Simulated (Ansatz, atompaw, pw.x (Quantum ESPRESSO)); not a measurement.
pw.x on bcc Zr: one setting changed

Potential: PAW, atompaw 4.2.0.5, LDA (PW92); core [Ar] 3d10, reference 4s2 4p6 4d2 5s2 5p0; waves: 4s (bound): rc 1.95 bohr; 5s (bound): rc 2.35 bohr; 4p (bound): rc 1.90 bohr; 5p (bound, empty): rc 2.05 bohr; 4d (bound): rc 2.35 bohr; 4d channel at 4.1 Ry: rc 2.35 bohr; local part: bessel scheme, radius 2.10 bohr; core correction: smooth core density matched at 2.15 bohr; augmentation: besselshape compensation charge, radius 2.05 bohr; PAW radius 2.35 bohr; waves and projectors: custom polynom vanderbiltortho.

The reference run (k-mesh 13³, cutoffs 45/450 Ry, Fermi–Dirac 0.01 Ry, mixing_beta 0.4, conv_thr 1e-9, no spin) gives 0.53 GPa at 21.346 Å³/atom, where all-electron LAPW gives -0.43 GPa. This run, with its own iteration cap, changes k-mesh points per axis to 2.

```
&control
  calculation='scf', prefix='x', pseudo_dir='./', outdir='./tmp', tstress=.true., disk_io='none'
/
&system
  ibrav=0, nat=1, ntyp=1, ecutwfc=45, ecutrho=450, nbnd=14,
  occupations='smearing', smearing='fd', degauss=0.01
/
&electrons
  conv_thr=1e-09, mixing_beta=0.4, electron_maxstep=60
/
ATOMIC_SPECIES
Zr 1.0 Zr.UPF
CELL_PARAMETERS angstrom
  -1.74750665 1.74750665 1.74750665
  1.74750665 -1.74750665 1.74750665
  1.74750665 1.74750665 -1.74750665
ATOMIC_POSITIONS crystal
Zr 0.0000 0.0000 0.0000
K_POINTS automatic
2 2 2 0 0 0
```

```bash
pw.x < Zr.scf.in > Zr.scf.out
```

Task: How does the run end?

Result: It converges in 8 iterations; the free energy moves by -2.07 eV/atom and the pressure by -38.57 GPa.

```
Message from routine setup:
     using ibrav=0 with symmetry is DISCOURAGED, use correct ibrav instead
     lattice parameter (alat)  =       5.7198  a.u.
     unit-cell volume          =     144.0499 (a.u.)^3
     number of electrons       =        12.00
     number of Kohn-Sham states=           14
     kinetic-energy cutoff     =      45.0000  Ry
     charge density cutoff     =     450.0000  Ry
     scf convergence threshold =      1.0E-09
     Exchange-correlation= SLA PW NOGX NOGC
     number of k points=     3  Fermi-Dirac smearing, width (Ry)=  0.0100
     iteration #  1     ecut=    45.00 Ry     beta= 0.40
     total energy              =    -299.43022077 Ry
     estimated scf accuracy    <       0.01253486 Ry
     iteration #  2     ecut=    45.00 Ry     beta= 0.40
     total energy              =    -299.42981714 Ry
     estimated scf accuracy    <       0.00333217 Ry
     iteration #  3     ecut=    45.00 Ry     beta= 0.40
     total energy              =    -299.42991013 Ry
     estimated scf accuracy    <       0.00022228 Ry
     iteration #  4     ecut=    45.00 Ry     beta= 0.40
     total energy              =    -299.42992933 Ry
     estimated scf accuracy    <       0.00000205 Ry
     iteration #  5     ecut=    45.00 Ry     beta= 0.40
     total energy              =    -299.42992943 Ry
     estimated scf accuracy    <       0.00000034 Ry
     iteration #  6     ecut=    45.00 Ry     beta= 0.40
     total energy              =    -299.42992954 Ry
     estimated scf accuracy    <       0.00000009 Ry
     iteration #  7     ecut=    45.00 Ry     beta= 0.40
     total energy              =    -299.42992954 Ry
     estimated scf accuracy    <       0.00000001 Ry
     iteration #  8     ecut=    45.00 Ry     beta= 0.40
     the Fermi energy is    16.0360 ev
!    total energy              =    -299.42992954 Ry
     estimated scf accuracy    <          2.3E-10 Ry
     smearing contrib. (-TS)   =      -0.00501487 Ry
     The total energy is F=E-TS. E is the sum of the following terms:
     one-electron contribution =     -12.80862337 Ry
     hartree contribution      =      14.33292688 Ry
     xc contribution           =     -11.88472325 Ry
     ewald contribution        =     -79.34593970 Ry
     one-center paw contrib.   =    -209.71855522 Ry
     convergence has been achieved in   8 iterations
          total   stress  (Ry/bohr**3)                   (kbar)     P=     -380.48
     Message from routine punch:
     Nothing written, as per user request (disk_io='none')
```

The run took about 2.7 s on one core of a shared host (AMD EPYC 9R45 96-Core Processor, 96 threads, 376 GiB, load 26).
